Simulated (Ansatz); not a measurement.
CoPtO2: equation of state with PBE

The system is CoPtO2.

```
CELL_PARAMETERS angstrom
1.41227 0.81537 5.93939
-1.41227 0.81537 5.93939
0.00000 -1.63075 5.93939
ATOMIC_POSITIONS crystal
Pt 0.00000 0.00000 0.00000
Co 0.50000 0.50000 0.50000
O 0.11224 0.11224 0.11224
O 0.88776 0.88776 0.88776
```

The cell is a database's computed one.

```yaml
Program: Ansatz 0.2.0
Task: equation of state
Functional: PBE
Potentials_or_basis: Ansatz PAW
Cutoff: 420 eV
Density_cutoff: 1680 eV
k_mesh: 11 × 11 × 11
Occupations: fermi-dirac, width 0.05 eV
Spin: collinear spin, ferromagnetic start
Starting_moments: "[0.0, 2.0, 0.0, 0.0] μB"
```

| Property | Result |
| --- | --- |
| Equilibrium volume | 10.50 Å³/atom |
| Bulk modulus at fixed shape and positions | 243 GPa |
| Pressure derivative of the bulk modulus | 4.9 |

Energy against volume, from the lowest point:
```tsv
volume (Å³/atom)	energy (meV/atom)
9.644	62.28
9.849	34.49
10.054	15.47
10.259	4.26
10.464	0.00
10.669	1.95
10.875	9.43
```

All runs of the series together: 2.2 min on 2 threads of Arm Neoverse V2, on a shared host.

Caveat: the cell was scaled at fixed shape and fractional positions, which overstates the stiffness of a crystal with free parameters, most of all of layers and chains. The run has no spin-orbit coupling, so splittings on Pt are missing.
